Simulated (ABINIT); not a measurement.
AlAu:

```
Au Al
1.0
     3.22394    0.00000    0.00000
     0.00000    3.22394    0.00000
     0.00000    0.00000    3.22394
Au Al
1 1
Direct
  0.50000 0.50000 0.50000
  0.00000 0.00000 0.00000
```

The cell comes from a database or a generator and needn't be the stable form of this composition.

```yaml
Program: ABINIT 10.8.3 (patched build)
Task: single point
Functional: PBEsol
Potentials_or_basis: PseudoDojo NC SR PBEsol v0.4.1 standard
Cutoff: 1034 eV
k_mesh: 8 × 8 × 8
Occupations: fermi-dirac, width 0.05 eV
Spin: no spin polarisation
```

On this cell: pressure -5.4 GPa; largest force zero by symmetry; band gap on the k mesh none (metal or under the smearing width).

The same run follows on a disturbed copy (atoms moved at random, drawn with an rms of 0.05 Å):

```
Au Al
1.0
     3.22394    0.00000    0.00000
     0.00000    3.22394    0.00000
     0.00000    0.00000    3.22394
Au Al
1 1
Direct
  0.49221 0.49701 0.49416
  0.99426 0.00878 0.00983
```

**Question.** What changes?

**Answer.** The energy (extrapolated to zero smearing) moves by +1.5 meV/atom; pressure -5.2 GPa; largest force 0.092 eV/Å; band gap on the k mesh none (metal or under the smearing width).

Forces on the atoms (eV/Å):
```
Au   0.010  0.055  0.073
Al  -0.010 -0.055 -0.073
```

Stress tensor (GPa, compression positive):
```
-5.20  0.02  0.02
 0.02 -5.24  0.13
 0.02  0.13 -5.27
```
